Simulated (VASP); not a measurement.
# Al, density of states: which settings are enough?

Al, Im-3m (no. 229), 1 atom in the cell. LDA; PAW potentials Al (LDA set). VASP 6.6.1.

Wanted: density of states by 0.5 eV bins within 4 %; centre of the states within 12 eV below the valence top within 0.01 eV; states at the Fermi level within 4 %.

What the run is for: density of states; Accuracy asked: tight; k mesh of the density: 13 × 13 × 13.

POSCAR:
```
Al
1.0
   -1.5912186900      1.5912186900      1.5912186900
    1.5912186900     -1.5912186900      1.5912186900
    1.5912186900      1.5912186900     -1.5912186900
Al
1
Direct
    0.0000000000      0.0000000000      0.0000000000
```

The series start from Plane-wave cutoff (eV): 280; k-point mesh: 16 × 16 × 16; Energy points (NEDOS): 2001; Occupations for the DOS: ISMEAR=-5; Electronic threshold (eV): 1e-6; Precision mode (PREC): Accurate. Each series keeps the choices made before it, and each single choice may use up half of a tolerance. Times cover all steps of a run.

## Plane-wave cutoff (eV)

| Plane-wave cutoff (eV) | Density of states by 0.5 eV bins, largest deviation against the largest value | Centre of the states within 12 eV below the valence top (eV) | States at the Fermi level (states/eV/atom) | Time (s) |
|---|---|---|---|---|
| 190 | 0.63 % | -4.462 | 0.4167 | 9.5 |
| 240 | 0.32 % | -4.457 | 0.4172 | 9.3 |
| 280 | 0.1 % | -4.456 | 0.4175 | 11 |
| 310 | 0.081 % | -4.456 | 0.4174 | 11 |
| 380 | 0.02 % | -4.455 | 0.4177 | 20 |
| 480 (reference) | 0 % | -4.455 | 0.4177 | 20 |

## k-point mesh

| k-point mesh | Density of states by 0.5 eV bins, largest deviation against the largest value | Centre of the states within 12 eV below the valence top (eV) | States at the Fermi level (states/eV/atom) | Time (s) |
|---|---|---|---|---|
| 7 × 7 × 7 | 28 % | -4.426 | 0.3976 | 4.5 |
| 8 × 8 × 8 | 22 % | -4.454 | 0.527 | 4.7 |
| 10 × 10 × 10 | 18 % | -4.502 | 0.3848 | 5.6 |
| 13 × 13 × 13 | 10 % | -4.465 | 0.4182 | 7.7 |
| 16 × 16 × 16 | 5.5 % | -4.457 | 0.4172 | 9.3 |
| 19 × 19 × 19 | 3.4 % | -4.465 | 0.4084 | 13 |
| 24 × 24 × 24 | 1.4 % | -4.460 | 0.4139 | 23 |
| 28 × 28 × 28 (reference) | 0 % | -4.458 | 0.4112 | 34 |

## Energy points (NEDOS)

| Energy points (NEDOS) | Density of states by 0.5 eV bins, largest deviation against the largest value | Centre of the states within 12 eV below the valence top (eV) | States at the Fermi level (states/eV/atom) | Time (s) |
|---|---|---|---|---|
| 301 | 0.37 % | -4.495 | 0.4143 | 21 |
| 501 | 0.57 % | -4.474 | 0.4141 | 22 |
| 1001 | 0.24 % | -4.460 | 0.4138 | 20 |
| 2001 | 0.081 % | -4.460 | 0.4139 | 23 |
| 4001 (reference) | 0 % | -4.456 | 0.4139 | 19 |

## Occupations for the DOS

| Occupations for the DOS | Density of states by 0.5 eV bins, largest deviation against the largest value | Centre of the states within 12 eV below the valence top (eV) | States at the Fermi level (states/eV/atom) | Time (s) |
|---|---|---|---|---|
| ISMEAR=-5 | 0 % | -4.460 | 0.4138 | 20 |
| ISMEAR=-4 | 0 % | -4.460 | 0.4138 | 18 |
| ISMEAR=0 SIGMA=0.05 | 8.2 % | -4.434 | 0.2952 | 8.8 |
| ISMEAR=0 SIGMA=0.1 | 7.8 % | -4.440 | 0.3686 | 11 |
| ISMEAR=-15 SIGMA=0.025 | 0.02 % | -4.460 | 0.4138 | 26 |
| ISMEAR=1 SIGMA=0.1 | 7.9 % | -4.431 | 0.3082 | 14 |

## Electronic threshold (eV)

| Electronic threshold (eV) | Density of states by 0.5 eV bins, largest deviation against the largest value | Centre of the states within 12 eV below the valence top (eV) | States at the Fermi level (states/eV/atom) | Time (s) |
|---|---|---|---|---|
| 0.001 | 0.02 % | -4.460 | 0.4138 | 23 |
| 0.0001 | 0.02 % | -4.460 | 0.4138 | 25 |
| 1e-5 | 0 % | -4.460 | 0.4138 | 23 |
| 1e-6 (reference) | 0 % | -4.460 | 0.4138 | 20 |

## Precision mode (PREC)

| Precision mode (PREC) | Density of states by 0.5 eV bins, largest deviation against the largest value | Centre of the states within 12 eV below the valence top (eV) | States at the Fermi level (states/eV/atom) | Time (s) |
|---|---|---|---|---|
| Normal | 0 % | -4.460 | 0.4138 | 19 |
| Accurate (reference) | 0 % | -4.460 | 0.4138 | 23 |

## Question

The rows run from the loosest to the tightest (no order: occupations for the DOS). For each series: choose the loosest value from which every tighter one stays within half of the tolerance; where there is no order, keep the first row unless others stay within half of the tolerance and take at least 30 % less time, and then take the fastest.

## Answer

- Plane-wave cutoff (eV): 240
- k-point mesh: 24 × 24 × 24
- Energy points (NEDOS): 1001
- Occupations for the DOS: ISMEAR=-5
- Electronic threshold (eV): 0.001
- Precision mode (PREC): Normal

## All choices together

| Input | Density of states by 0.5 eV bins, largest deviation against the largest value | Centre of the states within 12 eV below the valence top (eV) | States at the Fermi level (states/eV/atom) | Time (s) |
|---|---|---|---|---|
| defaults for smearing, thresholds and mesh (naive) | 129 % | -4.559 | 0.3041 | 4.9 |
| chosen settings | 1.3 % | -4.460 | 0.4138 | 19 |
| reference settings throughout | 0 % | -4.452 | 0.4118 | 77 |

The tolerance is met.

## The input

INCAR.step1:
```
SYSTEM = Al
GGA = CA
ISMEAR = 1
SIGMA = 0.1
LWAVE = .FALSE.
LCHARG = .TRUE.
NBANDS = 16
PREC = Normal
LASPH = .TRUE.
LREAL = .FALSE.
ALGO = Normal
EDIFF = 0.001
NELM = 120
GGA_COMPAT = .FALSE.
ENCUT = 240
```

INCAR.step2, as INCAR.step1 but for:
```
- ISMEAR = 1
- SIGMA = 0.1
- LCHARG = .TRUE.
+ ISMEAR = -5
+ LCHARG = .FALSE.
+ NEDOS = 1001
+ LORBIT = 11
+ EMIN = -8.9216
+ EMAX = 16.0784
+ ICHARG = 11
```

KPOINTS.step1:
```
k-points
0
Gamma
  13 13 13
```

KPOINTS.step2:
```
Automatic mesh
0
Gamma
  24 24 24
  0 0 0
```

Commands (each step's output is kept before the next begins):
```
cat potpaw_LDA.64/Al/POTCAR > POTCAR
cp INCAR.step1 INCAR
cp KPOINTS.step1 KPOINTS
mpirun -np 1 vasp_std > vasp.out
cp INCAR.step2 INCAR
cp KPOINTS.step2 KPOINTS
mpirun -np 1 vasp_std > vasp.out
```

The chosen input took VASP 6.6.1 19 s on 1 core (Intel Xeon 6975P-C (Granite Rapids)), a shared host.

## An input that fails: tetrahedra on too few k points

VASP's message: IBZKPT: tetrahedron method fails for NKPT<4. NKPT = 1.

k mesh: 16 × 16 × 16 becomes 1 × 1 × 1.

Changes against the starting input:
```
(step 2)
- NELM = 120
+ NELM = 85
```
